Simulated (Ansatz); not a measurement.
**Au: pressure against volume**

Au, Cmcm, a = 2.865 Å, b = 5.141 Å, c = 4.892 Å. This isn't the element's structure at ambient conditions. Ansatz: PBE, PAW, 420 eV, Γ-centred 16×16×10 mesh on 2 atoms, Gaussian smearing 0.10 eV; no spin polarisation. Shape and atoms are relaxed at each volume; pressure is positive in compression.

```
V (Å³/atom) P (GPa)
     15.854        ?
     16.394    16.97
     16.935    10.12
     17.475     4.54
     18.016    -0.01
     18.556    -3.72
     19.097    -6.70
     19.817    -9.74
```

**Question.** Take V0 = 18.016 Å³/atom, count pressures from its P0 = -0.01 GPa, fit the third-order Birch–Murnaghan form to the other rows, and predict the missing pressure.

**Answer.** With the Eulerian strain f = ½[(V0/V)^(2/3) − 1] and y = (P − P0)/[3f(1 + 2f)^(5/2)], the form is the line y = B0 + 1.5 B0 (B0′ − 4) f. Rows (f, y): 0.03246, 149.0; 0.02106, 144.6; 0.01027, 140.4; -0.00975, 133.2; -0.01905, 129.0; -0.03077, 123.5. Means f = 0.0007033, y = 136.62; Σ(Δf)² = 0.003004, ΣΔfΔy = 1.191; the slope is their ratio. y = 136.3 + 396.4 f GPa, so B0 = 136.3 GPa and B0′ = 4 + 2 × (396.4)/(3 × 136.3) = 5.94. At V = 15.854, f = 0.04448, y = 153.93 and P = 25.41 GPa. The run gave 25.39 GPa, so the fit is 0.02 GPa too high, within the rms miss on the fitted rows (0.02 GPa).

Spin–orbit coupling is left out, which can shift energies with elements as heavy as these.